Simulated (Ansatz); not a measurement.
Clean, relaxed (001) surface of TaN, space group P-62m (No. 189) (top face towards +c; atoms held fixed, by place in the list: 1, 2, 3, 4, 5, 6):

```xyz
16
Lattice="5.1880 0.0000 0.0000 -2.5940 4.4929 0.0000 0.0000 0.0000 22.8103" Properties=species:S:1:pos:R:3 pbc="T T T"
Ta    0.0000    0.0000    8.5000
N    -1.0205    1.7675    8.5000
N     2.0410    0.0000    8.5000
N     1.5735    2.7254    8.5000
Ta    0.0000    2.9953    9.9526
Ta    2.5940    1.4976    9.9526
Ta    0.0000    0.0000   11.3806
N    -1.0156    1.7591   11.4476
N     2.0313    0.0000   11.4476
N     1.5784    2.7338   11.4476
Ta    0.0000    2.9953   13.0171
Ta    2.5940    1.4976   13.0171
Ta    0.0000    0.0000   14.2217
N    -0.9665    1.6741   14.2151
N     1.9330    0.0000   14.2151
N     1.6275    2.8189   14.2151
```

Level of theory: DFT PBE+D3(BJ), scalar-relativistic, plane waves, PAW (Ansatz 0.2.0). Plane waves to 420 eV, a k mesh through Γ of 6×6×1 on the computed 16-atom cell and Gaussian smearing (0.10 eV); no spin polarisation. A dipole correction removes the field between periodic images along c.

The adsorption energy is E(slab + adsorbate) − E(slab) − E(free adsorbate, spin-polarised where open-shell). With the adsorbate the cell is lengthened along c to keep the vacuum.

Task: H (atom) is put at the hollow (Ta-N-N) at (0.12, 0.79) site, one adsorbate per 23.3 Å². What structure does it relax to?

Result: E_ads = -2.23 eV. Contacts: H–Ta 1.78 Å.

```xyz
17
Lattice="5.1880 0.0000 0.0000 -2.5940 4.4929 0.0000 0.0000 0.0000 24.8103" Properties=species:S:1:pos:R:3 pbc="T T T"
Ta    0.0000    0.0000    8.5000
N    -1.0205    1.7675    8.5000
N     2.0410    0.0000    8.5000
N     1.5735    2.7254    8.5000
Ta    0.0000    2.9953    9.9526
Ta    2.5940    1.4976    9.9526
Ta    0.0000    0.0000   11.3148
N    -1.0089    1.7474   11.4634
N     2.0177    0.0001   11.4633
N     1.5851    2.7456   11.4634
Ta    0.0000    2.9953   12.9467
Ta    2.5940    1.4977   12.9467
Ta    0.0002   -0.0002   14.6631
N    -0.9263    1.6045   14.1499
N     1.8532   -0.0001   14.1502
N     1.6676    2.8882   14.1500
H    -2.5938    4.4928   16.4420
```

Each end is the local minimum or symmetric point that its start leads to. The slab is only 5.8 Å thick, so the energies aren't converged with thickness.

For at least one of the starts the bottom face's work function also shifts by over 0.1 eV: the slab is too thin to screen the adsorbate, so the work functions aren't converged with thickness.

Spin polarisation was left out, and a magnetic state may lie lower.